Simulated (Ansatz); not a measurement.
# Dielectric response of CaSe (001) films, part 5 of 5

Aim: the electronic and static ε of rocksalt CaSe (001) from films of three thicknesses in a field.

Ansatz 0.2.0; plane-wave DFT, PBE, Ansatz PAW (the session's first sound run).

So far. Step 29 (The bulk crystal): The gap is 2.04 eV. Step 30 (Band edges against the vacuum, levels PBE): The program warns that the averaged potential varies by 0.12 eV in the slab's middle, which these edges carry as an error.

### 31. The bulk with HSE06, k-mesh 6×6×6

This step: plane-wave DFT, HSE06, Ansatz PAW (Ansatz 0.2.0).

System of this step: rocksalt CaSe. The structure is cubic, space group Fm-3m (No. 225). Conventional cell: a = 5.920 Å, b = 5.920 Å, c = 5.920 Å, α = 90.00°, β = 90.00°, γ = 90.00°. Nearest to Ca lie 6 Se at 2.96 Å. Nearest to Se lie 6 Ca at 2.96 Å. Farther neighbours and most contacts between anions are not listed.

A hybrid functional removes part of the gap error, and is affordable in the small bulk cell.

input.yaml reads:

```yaml
crystal:
  lattice:
    - [0.0, 2.96, 2.96]
    - [2.96, 0.0, 2.96]
    - [2.96, 2.96, 0.0]
  atoms:
    - { symbol: Ca, position: [0.0, 0.0, 0.0] }
    - { symbol: Se, position: [0.5, 0.5, 0.5] }
kpoints:
  mp_grid: { grid: [6, 6, 6] }
hamiltonian:
  xc: hse06
scf:
  occupations: { method: fixed }
  convergence: { dr2_threshold: 1.0e-08 }
output:
  eigenvalues: true
checkpoint:
  write: bulk-hse.run
  compress: false
  write_wavefunctions: false
```

Launch:

```
$ ansatz run input.yaml --threads 4 --pin off --max-ram 8192MiB --backend cpu --events-out ev --progress --plain --runs-dir out
```

Numbers of over 12 decimals in the logs are rounded to 6 here.

Output:

```text
[...]
davidson cushion auto → on  (no smearing: the cushion is to keep the highest requested band from converging to the state above it; pin scf.eigensolver.cushion to override)
Crystal: 2 atoms, lattice volume = 51.869 Å³
Basis set: ecut = 420 eV, 965 PW (Γ)
Bands: 17, of which v1, the nominal top of the filled ones, is band 13 counted from 1 (12 counted from 0)
Symmetry: 48 space group operations
[...]
k-points: 16 of 216
[...]
SCF iter   1: F=—  HF=-7289.999590 eV  |F-HF|=—  |Δ(HF+E_count)|=         —  Δρ=7.61e-4  dr2=5.06e-4  ethr=1.77e-3  ⟨swp⟩=11.5  Hψ=1403  notcnv=0
[...]
SCF iter   2: F=-7289.999853 eV  HF=-7289.999869 eV  |F-HF|=1.56e-5  |Δ(HF+E_count)|=   2.78e-4  Δρ=3.18e-4  dr2=4.75e-5  ethr=1.81e-7  ⟨swp⟩=2.1  Hψ=1673  notcnv=0  defer=1
SCF 1 stopped early in 2 iterations: F = -7289.999853 eV  dr2 = 4.75e-5
[...]
Exchange kernel: α = 0.2500, screened, ω = 0.2079 Å⁻¹, Wigner–Seitz truncation, v(0) = 1046.7830 eV·Å³, q-mesh 6×6×6, nearest image of the exchange supercell L = 25.12 Å, pair-density grid 15×15×15, without the augmentation charges, whose exchange is taken in its separable form by FFT convolution over the k-point mesh (sized by the pseudopotential files, 24×24×24 at the most), smooth part of the exact exchange by density-matrix convolution
Frozen-core exchange: fock
SCF iter   1: F=—  HF=-7292.547593 eV  |F-HF|=—  |Δ(HF+E_count)|=         —  Δρ=3.78e-3  dr2=1.67e-2  ethr=1.83e-6  ⟨swp⟩=8.8  Hψ=1489  notcnv=0
[...]
SCF iter   7: F=-7292.543239 eV  HF=-7292.543239 eV  |F-HF|=5.23e-8  |Δ(HF+E_count)|=   7.47e-6  Δρ=1.13e-5  dr2=2.23e-7  ethr=8.52e-10  ⟨swp⟩=5.1  Hψ=1068  notcnv=0
SCF 2 stopped early in 7 iterations: F = -7292.543239 eV  dr2 = 2.23e-7
hybrid outer 1: dexx = +8.420e-3 eV, tail = 3.53e-5 eV
[...]
Frozen-core exchange: fock
SCF iter   1: F=—  HF=-7292.543362 eV  |F-HF|=—  |Δ(HF+E_count)|=         —  Δρ=4.19e-5  dr2=8.35e-7  ethr=6.79e-7  ⟨swp⟩=4.2  Hψ=716  notcnv=0
[...]
SCF iter   4: F=-7292.543362 eV  HF=-7292.543362 eV  |F-HF|=4.47e-10  |Δ(HF+E_count)|=   1.51e-8  Δρ=1.00e-6  dr2=1.25e-9  ethr=7.89e-12  ⟨swp⟩=4.0  Hψ=902  notcnv=0
SCF 3 converged in 4 iterations: F = -7292.543362 eV  dr2 = 1.25e-9
hybrid outer 2: dexx = +4.664e-7 eV, tail = 1.05e-8 eV, Δε = 2.91e-3 eV (about 7.65e-5 eV left of the loop's levels)
[...]
hybrid SCF converged: 2 outer / 11 inner (+2 warm-up), last move |dexx| = 4.66e-7 eV, tail = 1.05e-8 eV
[...]
Free energy (F): -7292.543362 eV
Frozen-core exchange: fock
[...]
Internal energy: -7292.543362 eV  (E = F + TS)
E sigma→0 (E₀):  -7292.543362 eV
Fermi energy:    6.488438 eV
[...]
--- Band table (eV; the first three rows and the last of 16) ---
  k-point 0: bands = [... 9 lower, -6.3906, 6.4884, 6.4884, 6.4884, 10.7708, 11.4086, 11.4086, 11.4086]
  k-point 1: bands = [... 9 lower, -6.2092, 5.2503, 6.0993, 6.0993, 11.2010, 11.8116, 11.8116, 12.3773]
  k-point 2: bands = [... 9 lower, -5.8144, 3.5939, 5.4935, 5.4935, 11.4408, 12.7662, 12.7662, 13.8934]
  k-point 15: bands = [... 9 lower, -5.6449, 3.9692, 4.7690, 4.8620, 10.8758, 12.8926, 13.2852, 13.8169]
```

It took 8.1 s on 4 threads of Arm Neoverse V1, shared host; peak memory 1.6 GiB.

Numbers from this step:

```yaml
gap_on_the_k_mesh: 2.980 eV
```

The gap is 2.98 eV.

### 32. Band edges against the vacuum, levels HSE06

This step: plane-wave DFT, PBE, Ansatz PAW; band edges against the vacuum, bulk levels by HSE06 (Ansatz 0.2.0).

System of this step: CaSe (001), 8 units. The cell holds 16 atoms: 8 Ca and 8 Se. Cell: a = 4.186 Å, b = 4.186 Å, c = 38.720 Å, α = 90.0°, β = 90.0°, γ = 90.0°. It derives from CaSe (rocksalt CaSe). Vacuum lies along c.

The same line-up with the hybrid's levels.

align.yaml reads:

```yaml
surface:
  bulk: { run: bulk.run, levels_from: { run: bulk-hse.run } }
  slab: { run: end8.run, axis: 3 }
  face: plus
  period: 2.96
```

Launch:

```
$ ansatz align-bands align.yaml -- --threads 4 --pin off
```

Output:

```text
plus face
ionisation energy 5.267 eV
electron affinity 2.288 eV
  bulk: levels by hse06 on the potential of pbe; from 17.88 to 20.84 Å its average varies by 0.1197 eV and climbs by -0.0000; the bulk's density to 0.90 % (its layers are strained against the bulk's: take a thicker slab or side, or run the bulk at their strain)
  vacuum: slopes by 0.0000 eV/Å; line-up 6.9517 eV
  of the bulk's run: of the levels' run: its band edges are its mesh's, and a band can turn off it. A run with kpoints.band_path: { path: [VBM, CBM], npoints: 1 } finds the zone's; its band edges are of a coarser mesh than the slab's or the interface's, whose density can shift them: a run under levels_from is taken as it is
[...]
```

Run time: 0.08 s. Hardware: 4 threads.

This step gave:

```
ionisation energy : 5.267 eV
electron affinity : 2.288 eV
```

Check by hand: ionisation energy less affinity, 5.27 − (2.29) = 2.98 eV, is the bulk gap at this level.

The program warns that the averaged potential varies by 0.12 eV in the slab's middle, which these edges carry as an error.

### 33. A changed input

This step: plane-wave DFT, PBE, Ansatz PAW (Ansatz 0.2.0).

System of this step: CaSe (001), 3 units. The cell holds 6 atoms: 3 Ca and 3 Se. Cell: a = 4.186 Å, b = 4.186 Å, c = 23.920 Å, α = 90.0°, β = 90.0°, γ = 90.0°. It derives from CaSe (rocksalt CaSe). Vacuum lies along c.

An input spoilt on purpose, to show how the run answers: it repeats the earlier run at 0.1 V/Å, 3 units with crystal.atoms[0].symbol from Ca to Xx, and scf.max_iter set to 100.

input.yaml reads:

```yaml
crystal:
  lattice:
    - [4.18607214, 0.0, 0.0]
    - [0.0, 4.18607214, 0.0]
    - [0.0, 0.0, 23.92]
  atoms:
    - { symbol: Xx, position: [0.5, 0.5, 0.3788130429] }
    - { symbol: Se, position: [0.0, 0.0, 0.3733315631] }
    - { symbol: Ca, position: [0.0, 0.0, 0.5000000025] }
    - { symbol: Se, position: [0.5, 0.5, 0.4999999963] }
    - { symbol: Ca, position: [0.5, 0.5, 0.6211869645] }
    - { symbol: Se, position: [0.0, 0.0, 0.6266684308] }
kpoints:
  mp_grid: { grid: [6, 6, 1] }
hamiltonian:
  xc: pbe
scf:
  occupations: { method: fixed }
  convergence: { dr2_threshold: 1.0e-10 }
  max_iter: 100
efield:
  axis: 3
  dipole_correction: true
  ramp_position: 0.9402
  ramp_width: 0.1196
  amplitude: 0.1
output:
  write_potential: true
  write_density: true
  volumetric_format: npy
```

Launch:

```
$ ansatz run input.yaml --threads 4 --pin off --max-ram 8192MiB --backend cpu --events-out ev --progress --plain --runs-dir out
```

Output:

```text
Error: YAML parse error: error: line 7 column 17: `Xx` is not an element symbol (H … Og, case-exact)
 --> <input>:7:17
  |
5 |     - [0.0, 0.0, 23.92]
6 |   atoms:
7 |     - { symbol: Xx, position: [0.5, 0.5, 0.3788130429] }
  |                 ^ `Xx` is not an element symbol (H … Og, case-exact)
8 |     - { symbol: Se, position: [0.0, 0.0, 0.3733315631] }
9 |     - { symbol: Ca, position: [0.0, 0.0, 0.5000000025] }
  |
```

It took 0.02 s on 4 threads; peak memory 0.02 GiB.

The input was rejected at the start.

The program's message: “Error: YAML parse error: error: line 7 column 17: `Xx` is not an element symbol (H … Og, case-exact)”

The fault put into the input: an unknown element.

### 34. Varying the input

Another changed input: it repeats the earlier run at 0.1 V/Å, 3 units with efield.dipole_correction from true to false.

Changes to input.yaml since step 33:

```diff
@@ -6,3 +6,3 @@
   atoms:
-    - { symbol: Xx, position: [0.5, 0.5, 0.3788130429] }
+    - { symbol: Ca, position: [0.5, 0.5, 0.3788130429] }
     - { symbol: Se, position: [0.0, 0.0, 0.3733315631] }
@@ -19,6 +19,5 @@
   convergence: { dr2_threshold: 1.0e-10 }
-  max_iter: 100
 efield:
   axis: 3
-  dipole_correction: true
+  dipole_correction: false
   ramp_position: 0.9402
```

Output:

```text
[...]
Crystal: 6 atoms, lattice volume = 419.155 Å³
Basis set: ecut = 420 eV, 8103 PW (Γ)
Bands: 47, of which v1, the nominal top of the filled ones, is band 39 counted from 1 (38 counted from 0)
Symmetry: 8 space group operations
k-points: 10 of 36
[...]
SCF iter   1: F=—  HF=-21869.227555 eV  |F-HF|=—  |Δ(HF+E_count)|=         —  Δρ=1.22e-3  dr2=6.59e-2  ethr=1.77e-3  p=0.000 e·Å  V_vac-E_F(+/−)=5.44/3.40 eV  ⟨swp⟩=6.6  Hψ=1910  notcnv=0  defer=53
[...]
SCF iter  10: F=-21869.214136 eV  HF=-21869.214136 eV  |F-HF|=5.09e-11  |Δ(HF+E_count)|=  1.31e-10  Δρ=5.97e-8  dr2=1.87e-11  ethr=1.00e-12  p=0.115 e·Å  V_vac-E_F(+/−)=5.64/3.78 eV  ⟨swp⟩=41.6  Hψ=3331  notcnv=0
SCF 1 converged in 10 iterations: F = -21869.214136 eV  dr2 = 1.87e-11
[...]
SCF converged after 10 iterations
Free energy (F): -21869.214136 eV
[...]
Internal energy: -21869.214136 eV  (E = F + TS)
E sigma→0 (E₀):  -21869.214136 eV
Fermi energy:    -0.373101 eV
Dipole field:    D = 0.049509 V/Å  (p = 0.114683 e·Å, saw-weighted)
Work function:   not extracted (applied field tilts the vacuum); planar V_es + V_field profile in the machine report
[...]
--- Band table (eV; the first three rows and the last of 10) ---
  k-point 0: bands = [... 35 lower, -0.6157, -0.6157, -0.3731, -0.3731, 1.8607, 2.4348, 2.5100, 3.0738, ... 4 higher]
  k-point 1: bands = [... 35 lower, -1.0945, -0.8488, -0.8089, -0.6093, 2.4698, 2.8168, 2.9412, 3.3238, ... 4 higher]
  k-point 2: bands = [... 35 lower, -1.2633, -1.1462, -1.0768, -0.9888, 3.1537, 3.4205, 3.7055, 3.9845, ... 4 higher]
  k-point 9: bands = [... 35 lower, -1.5303, -1.5303, -1.1418, -0.7213, 2.1682, 2.1682, 3.6782, 3.6782, ... 4 higher]
```

Wall time 7.8 s (4 threads); peak memory 0.8 GiB; 30 s of CPU time.

| quantity | this run | earlier run | difference |
| --- | --- | --- | --- |
| dipole along the normal (e·Å) | 0.1147 | 0.07669 | 0.038 |
| gap on the k-mesh (eV) | 2.234 | 2.247 | -0.013 |

With the dipole correction off, the periodic images add a field of their own to the typed one.

What moves beyond 0.01 in its unit (for the dipole 0.5 % and 5e-5 e·Å): dipole along the normal (+0.038 e·Å) and gap on the k-mesh (-0.0135 eV).

These numbers are not those of the isolated slab.

### 35. Results

* electronic ε from the thickness series: 5.59
* static ε from the thickness series: 12.0
* local electronic ε, middle of 8 units: 5.64
* ionisation energy, levels by PBE: 4.71 eV
* electron affinity, levels by PBE: 2.67 eV
* ionisation energy, levels by HSE06: 5.27 eV
* electron affinity, levels by HSE06: 2.29 eV

The films give an electronic ε of 5.59 and a static ε of 12.0. The slope of the series and the field inside the thickest film give 5.59 and 5.64, in agreement. Ions raise ε from 5.59 to 12.0. HSE06 levels deepen the valence edge by 0.56 eV on the same PBE surface dipole. The alignment warns that the averaged potential still varies by 0.12 eV in the slab's middle, which the band edges carry as an error. The in-plane lattice constants are held at typed bulk values. Semilocal functionals tend to overestimate the electronic ε a little.

[Logs are printed without paths, hosts, clocks, repeated set-up lines and the standing remarks that a program may print on its own settings, such as how far it seeks lower states.]

[Hosts, paths, dates, database ids (printed as entryN), source tags and the programs' standing remarks are cut or masked in the printed files.]

[Maps of the electrostatic potential energy from Ansatz leave out the sawtooth potential of an applied field or a dipole correction, so their vacuum need not be flat; planar profiles and work functions include it.]
